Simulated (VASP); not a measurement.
Sb2Se3 (Antimonselite), 20 atoms in the cell. It takes space group Pnma (No. 62, orthorhombic). Conventional cell: a = 11.770 Å, b = 3.962 Å, c = 11.620 Å, α = 90.00°, β = 90.00°, γ = 90.00°. Sb (site symmetry m) has 3 Se at 2.66 Å as nearest neighbours. Sb (site symmetry m) is surrounded by 3 Se at 2.58 to 2.78 Å. Se (site symmetry m) has 1 Sb at 2.58 Å as nearest neighbours. Se (site symmetry m) is surrounded by 2 Sb at 2.66 Å. Se (site symmetry m) is surrounded by 3 Sb at 2.66 to 2.78 Å. 

* Program: VASP 6.6.1
* Task: relaxation of cell and atoms
* Functional: PBE
* Potentials or basis: VASP PAW PBE potentials, release 64 (Sb, Se)
* Cutoff: 300 eV
* k mesh: 2 × 4 × 2
* Occupations: gaussian, width 0.03 eV
* Spin: no spin polarisation
* Further INCAR settings: ALGO = Normal; EDIFF = 1e-06; IBRION = 2; EDIFFG = -0.01; NSW = 90; ISIF = 3

Potentials or basis: VASP PAW PBE potentials, release 64 (Sb, Se).

Launch:

```bash
$ cat potpaw_PBE.64/Sb/POTCAR potpaw_PBE.64/Se/POTCAR > POTCAR
$ mpirun -np 4 vasp_std > vasp.out
```

Hardware: 4 MPI ranks on Intel(R) Xeon(R) Platinum 8488C (Sapphire Rapids), with other jobs on the host.

Question: Estimate the wall time of this run.

Answer: Run time: 23 min on 4 MPI ranks on Intel(R) Xeon(R) Platinum 8488C (Sapphire Rapids) (shared host), peak memory 0.21 GiB a rank. Counts: scf iterations 241, k points 12, ion steps 33.
